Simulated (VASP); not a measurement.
Runs of VASP 6.6.1 on O. It takes space group C2/m (No. 12, monoclinic). Conventional cell: a = 5.703 Å, b = 3.325 Å, c = 4.363 Å, α = 90.00°, β = 123.29°, γ = 90.00°. O (site symmetry m) is surrounded by 1 O at 1.22 Å. 

| task | level | potentials or basis | cell | k mesh | cutoff (eV) | smearing | mesh quality | gap on the mesh (eV) | pressure (GPa) | largest force (eV/Å) |
| --- | --- | --- | --- | --- | --- | --- | --- | --- | --- | --- |
| single point | PBE | VASP PAW PBE potentials, release 64 (O_GW) | as given | 5 × 5 × 4 | 500 | gaussian 0.02 eV | coarse | none | -1.7 | 0.44 |
| single point | PBE | VASP PAW PBE potentials, release 64 (O_GW) | as given | 4 × 4 × 3 | 500 | gaussian 0.02 eV | coarse | none | -1.7 | 0.45 |
| density of states | optB88-vdW | VASP PAW PBE potentials, release 64 (O) | atoms moved at random, drawn with an rms of 0.15 Å | 10 × 10 × 7 | 520 | fermi-dirac 0.1 eV | not flagged | none | -8.1 | 2.59 |
| single point | PBE | VASP PAW PBE potentials, release 64 (O_GW) | as given | 5 × 5 × 4 | 450 | gaussian 0.02 eV | coarse | none | - | (a) |

Alike in all rows: no spin polarisation.

Problem. Fill in the values left out.

Solution. (a) 0.48.

Caveats: some runs use coarse meshes; spin is off for a triplet molecule; the cutoff is under 1.25 times the usual one of these potentials, so pressure, stress and relaxed cells hold a basis-set (Pulay) error (some runs); the standard files for N, O and F lose accuracy on very short bonds (some runs); the PAW data sets were made with another functional, which shifts forces and pressure a little (some runs).

A gap of «none» marks a metal or a gap under the smearing width.
